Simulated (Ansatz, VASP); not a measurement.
# GaP (GaP(110)): VASP beside Ansatz, part 2 of 3

Wanted: the spread between two codes on one cell, functional and k mesh. Of the first pair: The structure shown is the end of the VASP relaxation below. Valence electrons are named where the data sets of a main pair hold unlike numbers.

VASP 6.6.1 and Ansatz 0.2.0.

So far: Set-up; VASP: relaxation, PBE.

### 3. Ansatz: single point, PBE

Level of this step: Ansatz beside VASP: Kohn-Sham DFT, plane waves, PBE (Ansatz).

Ansatz runs on its default PAW (the set named soft_2) files.

The same cell, functional, mesh and smearing now go to Ansatz, which takes its cutoff from its data sets.

Input file input.yaml:

```yaml
crystal:
  lattice:
    - [4.06958602, 0.0, 0.0]
    - [0.0, 5.75526374, 0.0]
    - [0.0, 0.0, 31.3868102]
  atoms:
    - { symbol: Ga, position: [0.0, 0.06119011, 0.2699609] }
    - { symbol: Ga, position: [0.5, 0.49116912, 0.31387179] }
    - { symbol: Ga, position: [0.0, 0.9945871, 0.37785271] }
    - { symbol: Ga, position: [0.5, 0.49325981, 0.43833686] }
    - { symbol: Ga, position: [0.0, 0.99456897, 0.5] }
    - { symbol: Ga, position: [0.5, 0.49325981, 0.56166314] }
    - { symbol: Ga, position: [0.0, 0.9945871, 0.62214729] }
    - { symbol: Ga, position: [0.5, 0.49116912, 0.68612821] }
    - { symbol: Ga, position: [0.0, 0.06119011, 0.7300391] }
    - { symbol: P, position: [0.0, 0.73293157, 0.31609392] }
    - { symbol: P, position: [0.5, 0.25642199, 0.2502696] }
    - { symbol: P, position: [0.0, 0.73805082, 0.43874497] }
    - { symbol: P, position: [0.5, 0.24043937, 0.37683401] }
    - { symbol: P, position: [0.0, 0.73805082, 0.56125503] }
    - { symbol: P, position: [0.5, 0.23933126, 0.5] }
    - { symbol: P, position: [0.0, 0.73293157, 0.68390608] }
    - { symbol: P, position: [0.5, 0.24043937, 0.62316599] }
    - { symbol: P, position: [0.5, 0.25642199, 0.7497304] }
hamiltonian:
  xc: pbe
  pseudopotentials: { kind: paw }
kpoints:
  mp_grid: { grid: [6, 4, 1] }
scf:
  occupations: { method: gaussian, width: 0.03 }
  n_extra_bands: 8
efield:
  axis: 3
  dipole_correction: true
  ramp_width: 0.04
output:
  forces: true
  eigenvalues: true
  write_density: true
  write_potential: true
  elf: true
  volumetric_format: npy
```

Command:

```
> ansatz run input.yaml --threads 8 --pin off --max-ram 18432MiB --backend cpu --events-out ev --progress --plain --runs-dir out
```

Numbers of over 12 decimals in the logs are rounded to 6 here.

The log of the run:

```text
scf.n_extra_bands = 8 over 81 filled bands (N_el = 162.0): the run solves 89 bands
Engine: ansatz 0.2.0, aarch64-unknown-linux-gnu
Pseudopotentials: kind: paw
Pseudopotential: Ga, paw, valence charge 13, recommended cutoff 420 eV (normal), Ga.paw.azcp
Pseudopotential: P, paw, valence charge 5, recommended cutoff 420 eV (normal), P.paw.azcp
Functional definition: PBE
  parameter kappa = 0.804
  parameter beta = 0.066725
  exchange = pbe_x(kappa = kappa, mu = beta*pi^2/3)
  correlation = pbe_c(beta = beta)
Crystal: 18 atoms, lattice volume = 735.127 Å³
Basis set: ecut = 420 eV, 14403 PW (Γ), exchange–correlation on 60×80×432 points (8 copies of the dense FFT grid, shifted against one another)
Bands: 89, of which v1, the nominal top of the filled ones, is band 81 counted from 1 (80 counted from 0)
Symmetry: 2 space group operations
k-points: 12 of 24 (time reversal used)
Non-local potential: Ga, projectors of the file, l = 0: 2, l = 1: 2, l = 2: 3, l = 3: 1
Non-local potential: P, projectors of the file, l = 0: 2, l = 1: 2, l = 2: 2
PAW form: soft (Blöchl's): semilocal exchange-correlation on the pseudo side does not see the compensation charge
PAW one-centre angular grid: Ga, 590 points (default); XC on 64 Gauss nodes
PAW one-centre angular grid: P, 110 points (default); XC on 64 Gauss nodes
Initial density: superposition of atomic densities (neutral atoms: chi_scale 0, normalization atom), corrected by the library's trained network
Initial wavefunctions: pseudopotential atomic-orbital guess
Functional: x = pbe(κ = 0.804, μ = 0.219515), c = pbe(β = 0.066725)
SCF iter   1: F=—  HF=-40853.219618 eV  |F-HF|=—  |Δ(HF+E_count)|=         —  Δρ=1.62e-3  dr2=1.17e-1  ethr=1.77e-3  p=0.000 e·Å  D=6.97e-14 V/Å  ΔV_dip=-0.00 eV  dr2_dipole=2.69e-8  V_vac-E_F(+/−)=4.81/4.81 eV  ⟨swp⟩=8.6  Hψ=4907  notcnv=0
efield: sawtooth ramp at fractional position 0.9800 (placed from the atoms, in the widest stretch of the axis that holds none; the zero of the levels goes with the place), width 0.0400; the density the first Hamiltonian is built on has a dipole p = 0.000 e·Å; the dipole correction subtracts the counter field D = 6.97e-14 V/Å, which shifts the + side's vacuum level by -0.00 eV against the − side's; the planar-averaged density in the ramp window peaks in size at 4.7e-6 e/Å³
preconditioner: auto → Resta (q_TF=auto, 2.120 Å⁻¹)  ε∞=3.0  [insulator: Δε(μ)=1.193 eV  Ē_g=12.422 eV  σ=0.030 eV  W_gap=1.00  n_scr=124 (ndim 8)  ℏωp=17.4 eV  f_vac=0.431  D(μ)=0.00/eV (n_scr^D=0)  ε∞_Penn≈3.0  vacuum switching on, ρ_ref=1.1e-2 e/Å³]
SCF iter   2: F=—  HF=-40853.203409 eV  |F-HF|=—  |Δ(HF+E_count)|=   1.62e-2  Δρ=1.10e-3  dr2=5.97e-2  ethr=7.22e-5  p=-0.000 e·Å  D=-1.71e-5 V/Å  ΔV_dip=0.00 eV  dr2_dipole=1.20e-7  V_vac-E_F(+/−)=5.02/5.02 eV  ⟨swp⟩=4.1  Hψ=2520  notcnv=0  defer=30
SCF iter   3: F=—  HF=-40853.197342 eV  |F-HF|=—  |Δ(HF+E_count)|=   6.07e-3  Δρ=5.88e-4  dr2=3.08e-3  ethr=3.68e-5  p=0.000 e·Å  D=4.67e-6 V/Å  ΔV_dip=-0.00 eV  dr2_dipole=3.83e-9  V_vac-E_F(+/−)=4.91/4.91 eV  ⟨swp⟩=2.6  Hψ=1317  notcnv=0  defer=30
SCF iter   4: F=—  HF=-40853.198730 eV  |F-HF|=—  |Δ(HF+E_count)|=   1.39e-3  Δρ=3.05e-4  dr2=1.10e-3  ethr=1.90e-6  p=-0.000 e·Å  D=-2.75e-5 V/Å  ΔV_dip=0.00 eV  dr2_dipole=1.78e-7  V_vac-E_F(+/−)=4.89/4.89 eV  ⟨swp⟩=2.0  Hψ=2026  notcnv=0  defer=30
SCF iter   5: F=—  HF=-40853.198380 eV  |F-HF|=—  |Δ(HF+E_count)|=   3.50e-4  Δρ=1.07e-4  dr2=1.16e-4  ethr=6.80e-7  p=0.000 e·Å  D=1.24e-5 V/Å  ΔV_dip=-0.00 eV  dr2_dipole=4.42e-8  V_vac-E_F(+/−)=4.89/4.89 eV  ⟨swp⟩=2.0  Hψ=1970  notcnv=0  defer=30
SCF iter   6: F=—  HF=-40853.198421 eV  |F-HF|=—  |Δ(HF+E_count)|=   4.09e-5  Δρ=3.36e-5  dr2=2.08e-5  ethr=7.19e-8  p=-0.000 e·Å  D=-5.20e-5 V/Å  ΔV_dip=0.00 eV  dr2_dipole=7.02e-7  V_vac-E_F(+/−)=4.89/4.89 eV  ⟨swp⟩=2.4  Hψ=2033  notcnv=0  defer=30
SCF iter   7: F=—  HF=-40853.198573 eV  |F-HF|=—  |Δ(HF+E_count)|=   1.52e-4  Δρ=1.28e-5  dr2=4.96e-6  ethr=1.28e-8  p=0.000 e·Å  D=9.91e-5 V/Å  ΔV_dip=-0.00 eV  dr2_dipole=2.62e-6  V_vac-E_F(+/−)=4.89/4.89 eV  ⟨swp⟩=2.2  Hψ=2042  notcnv=0  defer=30
SCF iter   8: F=—  HF=-40853.198573 eV  |F-HF|=—  |Δ(HF+E_count)|=   1.52e-7  Δρ=6.35e-6  dr2=1.68e-6  ethr=3.06e-9  p=-0.000 e·Å  D=-7.40e-5 V/Å  ΔV_dip=0.00 eV  dr2_dipole=1.48e-6  V_vac-E_F(+/−)=4.89/4.89 eV  ⟨swp⟩=2.2  Hψ=2024  notcnv=0  defer=30
SCF iter   9: F=—  HF=-40853.198573 eV  |F-HF|=—  |Δ(HF+E_count)|=   3.60e-8  Δρ=4.41e-6  dr2=1.24e-7  ethr=1.04e-9  p=-0.000 e·Å  D=-1.54e-6 V/Å  ΔV_dip=0.00 eV  dr2_dipole=2.52e-11  V_vac-E_F(+/−)=4.89/4.89 eV  ⟨swp⟩=2.3  Hψ=1262  notcnv=0  defer=30
SCF iter  10: F=-40853.198573 eV  HF=-40853.198573 eV  |F-HF|=1.06e-8  |Δ(HF+E_count)|=   4.65e-8  Δρ=1.63e-6  dr2=2.10e-8  ethr=6.17e-11  p=-0.000 e·Å  D=-2.87e-6 V/Å  ΔV_dip=0.00 eV  dr2_dipole=2.12e-9  V_vac-E_F(+/−)=4.89/4.89 eV  ⟨swp⟩=17.0  Hψ=9660  notcnv=0
SCF 1 converged in 10 iterations: F = -40853.198573 eV  dr2 = 2.10e-8
  greatest PAW one-centre occupation: 0.995 electrons in one spin orbital (limit 2), on the Ga atom at site 0 (counted from 0), in its partial waves of l = 2
WARN: The output density's exchange-correlation potential varies sharply where the density is thin. Do not read a vacuum level from v_tot or v_xc, or from such a field of the output density. On a cell that repeats whose density bears no net charge and no dipole along the vacuum's axis use v_es (v_loc + v_h of the components); under efield.dipole_correction with no amplitude use v_es + v_field, which holds any externa [...]
SCF converged after 10 iterations
Free energy (F): -40853.198573 eV
Harris-Foulkes:  -40853.198573 eV  (|F-HF|=1.06e-8)
Internal energy: -40853.198573 eV  (E = F + TS)
E sigma→0 (E₀):  -40853.198573 eV
Fermi energy:    1.304371 eV
Dipole field:    D = 0.000029 V/Å  (p = 0.000120 e·Å, saw-weighted, corrected)
Work function:   Φ+ = 4.8863 eV   Φ− = 4.8873 eV
Levels:          The Fermi level and band energies are counted from a zero that moves with the ramp; work functions are not
--- Per-component energies (eV) ---
  E_band       = -1504.896012
  E_kinetic    = 1645.120464
  E_local      = -132672.456788  (includes V_loc(G=0)·N_el)
  E_nonlocal   = 4127.220955
  E_hartree    = 65109.855657
  E_xc         = -1160.707707
  E_vxc        = -1049.139948  (∫ρ·V_xc dr)
  E_paw        = -23026.946794  (= ΣΔE_a)
  E_vpaw       = -3775.342820  (= ΣTr[D̂ρ^β])
  E_aug_tail   = -0.001026  (compensation charges beyond the density's cutoff)
  E_efield     = 0.000000  (sawtooth field / dipole correction)
  E_vefield    = 0.000000  (∫n·V_field dr)
  E_ewald      = 45124.716666
  E_smearing   = -0.000000  (= −TS)
  E_closure    = -0.000000  (closes the sum)
  Σ components = -40853.198573   (vs F -40853.198573, Δ=0.00e0)
--- Forces (eV/Å), atoms counted from 1 ---
  atom   1  Ga     0.00000000    -0.00532114    -0.00007332
  atom   2  Ga     0.00000000     0.00113127     0.01486162
  atom   3  Ga     0.00000000    -0.02375113     0.00838051
  atom   4  Ga     0.00000000    -0.02882321     0.00834962
  atom   5  Ga     0.00000000    -0.00169356     0.00001425
  atom   6  Ga     0.00000000    -0.02882045    -0.00832295
  atom   7  Ga    -0.00000000    -0.02374743    -0.00835943
  atom   8  Ga    -0.00000000     0.00113707    -0.01484569
  atom   9  Ga     0.00000000    -0.00531021     0.00007810
  atom  10  P     -0.00000000     0.05028885    -0.01131100
  atom  11  P      0.00000000    -0.04360548     0.11640435
  atom  12  P      0.00000000     0.01985925     0.01479937
  atom  13  P      0.00000000     0.02241589     0.01758155
  atom  14  P      0.00000000     0.01985896    -0.01482999
  atom  15  P      0.00000000     0.01729958    -0.00001682
  atom  16  P     -0.00000000     0.05028507     0.01129031
  atom  17  P     -0.00000000     0.02241427    -0.01760952
  atom  18  P     -0.00000000    -0.04360217    -0.11641010
  max |Σ_I F_I| component: 1.91e-5 eV/Å
--- Band table (eV; the first three rows and the last of 12) ---
  k-point 0: bands = [... 77 lower, 0.5537, 0.5799, 0.6336, 0.7144, 1.8944, 2.3190, 2.3251, 2.5532, ... 4 higher]
  k-point 1: bands = [... 77 lower, 0.0968, 0.1149, 0.4042, 0.5082, 2.2966, 2.4084, 2.4652, 2.4849, ... 4 higher]
  k-point 2: bands = [... 77 lower, -0.2380, -0.2194, 0.1269, 0.1292, 2.0101, 2.0540, 2.2750, 2.5010, ... 4 higher]
  k-point 11: bands = [... 77 lower, -0.3248, -0.2197, 0.1905, 0.4367, 2.2193, 2.7013, 2.7900, 3.4756, ... 4 higher]
```

Run time: 34 s. Hardware: 8 threads of Arm Neoverse N1, shared host; peak memory 2.7 GiB; 4.3 min of CPU time.

The column dr2 measures how far the density is from self-consistency, as an energy; F and HF (Harris–Foulkes) agree once it is small.

### 4. Side by side

Known differences besides the potentials themselves: the data sets hold 162 valence electrons in Ansatz (on its default PAW (the set named soft_2) files) and 72 in VASP; the cutoff is 420 eV in Ansatz and 320 eV in VASP (PREC = Normal, projectors in real space); VASP leaves aspherical gradient terms in its spheres out (LASPH is not set), Ansatz keeps them. Total energies have different zeros and are not compared.

Compared:

| quantity | Ansatz | VASP | difference |
| --- | --- | --- | --- |
| gap on the k mesh (eV) | 1.180 | 1.216 | -0.036 |

At this near-relaxed geometry the largest component of a force difference is 105 meV/Å. A gap on the mesh is an upper bound, since the band edges may lie between its points. VASP's last cycles still show a density residual of 4e-03, so its state may not be settled. With vacuum in the cell, a pressure given here is an average over mostly empty space and none of the material.

### 5. What the set-up changes

Further runs change the set-up of one program: Ansatz's method, potentials or start, or VASP's data sets, cutoff or form of LDA. The table gives Ansatz less VASP for each quantity, since a change that brings one quantity closer may part another.

| run | r.m.s. force difference (meV/Å) | gap on the k mesh (eV) |
| --- | --- | --- |
| as above | 26 | -0.036 |
| norm-conserving potentials (cutoff 1088 eV) | 25 | -0.040 |

### 6. Ansatz: band structure, PBE

Levels along a path test the potential and the projectors away from the mesh points.

Input file input.yaml:

```yaml
crystal:
  lattice:
    - [4.0695860214, 0.0, 0.0]
    - [0.0, 5.7552637447, 0.0]
    - [0.0, 0.0, 31.3868102032]
  atoms:
    - { symbol: Ga, position: [0.0, 0.0611901089, 0.2699608967] }
    - { symbol: Ga, position: [0.5, 0.4911691152, 0.3138717949] }
    - { symbol: Ga, position: [0.0, 0.9945870968, 0.3778527131] }
    - { symbol: Ga, position: [0.5, 0.4932598081, 0.438336857] }
    - { symbol: Ga, position: [0.0, 0.9945689728, 0.5] }
    - { symbol: Ga, position: [0.5, 0.4932598081, 0.561663143] }
    - { symbol: Ga, position: [0.0, 0.9945870968, 0.6221472869] }
    - { symbol: Ga, position: [0.5, 0.4911691152, 0.6861282051] }
    - { symbol: Ga, position: [0.0, 0.0611901089, 0.7300391033] }
    - { symbol: P, position: [0.0, 0.7329315669, 0.3160939173] }
    - { symbol: P, position: [0.5, 0.2564219921, 0.2502696042] }
    - { symbol: P, position: [0.0, 0.7380508249, 0.4387449689] }
    - { symbol: P, position: [0.5, 0.240439369, 0.3768340103] }
    - { symbol: P, position: [0.0, 0.7380508249, 0.5612550311] }
    - { symbol: P, position: [0.5, 0.2393312636, 0.5] }
    - { symbol: P, position: [0.0, 0.7329315669, 0.6839060827] }
    - { symbol: P, position: [0.5, 0.240439369, 0.6231659897] }
    - { symbol: P, position: [0.5, 0.2564219921, 0.7497303958] }
hamiltonian:
  xc: pbe
  pseudopotentials: { kind: paw }
kpoints:
  mp_grid: { grid: [6, 4, 1] }
  band_path:
    path:
      - [0.0, 0.0, 0.0]
      - [0.07692, 0.0, 0.0]
      - [0.15385, 0.0, 0.0]
      - [0.26923, 0.0, 0.0]
      - [0.34615, 0.0, 0.0]
      - [0.42308, 0.0, 0.0]
      - [0.5, 0.0, 0.0]
      - [0.5, 0.07692, 0.0]
      - [0.5, 0.19231, 0.0]
      - [0.5, 0.26923, 0.0]
      - [0.5, 0.34615, 0.0]
      - [0.5, 0.46154, 0.0]
      - [0.5, 0.5, 0.0]
      - [0.42308, 0.5, 0.0]
      - [0.30769, 0.5, 0.0]
      - [0.23077, 0.5, 0.0]
      - [0.11538, 0.5, 0.0]
      - [0.03846, 0.5, 0.0]
      - [0.0, 0.5, 0.0]
      - [0.0, 0.38462, 0.0]
      - [0.0, 0.30769, 0.0]
      - [0.0, 0.23077, 0.0]
      - [0.0, 0.11538, 0.0]
      - [0.0, 0.07692, 0.0]
      - [0.0, 0.03846, 0.0]
      - [0.03846, 0.03846, 0.0]
      - [0.11538, 0.11538, 0.0]
      - [0.19231, 0.19231, 0.0]
      - [0.30769, 0.30769, 0.0]
      - [0.38462, 0.38462, 0.0]
      - [0.5, 0.5, 0.0]
    npoints: 1
scf:
  occupations: { method: gaussian, width: 0.03 }
  n_extra_bands: 15
efield:
  axis: 3
  dipole_correction: true
  ramp_width: 0.04
output:
  forces: true
  eigenvalues: true
```

The log of the run:

```text
[...]
Crystal: 18 atoms, lattice volume = 735.127 Å³
Basis set: ecut = 420 eV, 14403 PW (Γ), exchange–correlation on 60×80×432 points (8 copies of the dense FFT grid, shifted against one another)
Bands: 96, of which v1, the nominal top of the filled ones, is band 81 counted from 1 (80 counted from 0)
Symmetry: 2 space group operations
[...]
k-point 0: bands = [... 77 lower, 0.5537, 0.5799, 0.6336, 0.7144, 1.8944, 2.3190, 2.3251, 2.5532, ... 11 higher]
  k-point 1: bands = [... 77 lower, 0.0968, 0.1149, 0.4042, 0.5082, 2.2966, 2.4084, 2.4652, 2.4849, ... 11 higher]
  k-point 2: bands = [... 77 lower, -0.2380, -0.2194, 0.1269, 0.1292, 2.0101, 2.0540, 2.2750, 2.5010, ... 11 higher]
  k-point 11: bands = [... 77 lower, -0.3248, -0.2197, 0.1905, 0.4367, 2.2193, 2.7013, 2.7900, 3.4756, ... 11 higher]
[key lines of the parts left out:]
SCF converged after 10 iterations
Free energy (F): -40853.198573 eV
Fermi energy:    1.304372 eV
Dipole field:    D = -0.000012 V/Å  (p = -0.000049 e·Å, saw-weighted, corrected)
Work function:   Φ+ = 4.8870 eV   Φ− = 4.8866 eV
```

Run time: 68 s. Hardware: 8 threads; peak memory 3.8 GiB; 8.9 min of CPU time.

[end of part 2 of 3]

[Lines on the potential files, build, host, timing and source positions are cut from VASP's logs without a mark.]

[Logs are printed without paths, hosts, clocks, repeated set-up lines and the standing remarks that a program may print on its own settings, such as how far it seeks lower states.]

[Hosts, paths, dates, database ids (printed as entryN), source tags and the programs' standing remarks are cut or masked in the printed files.]
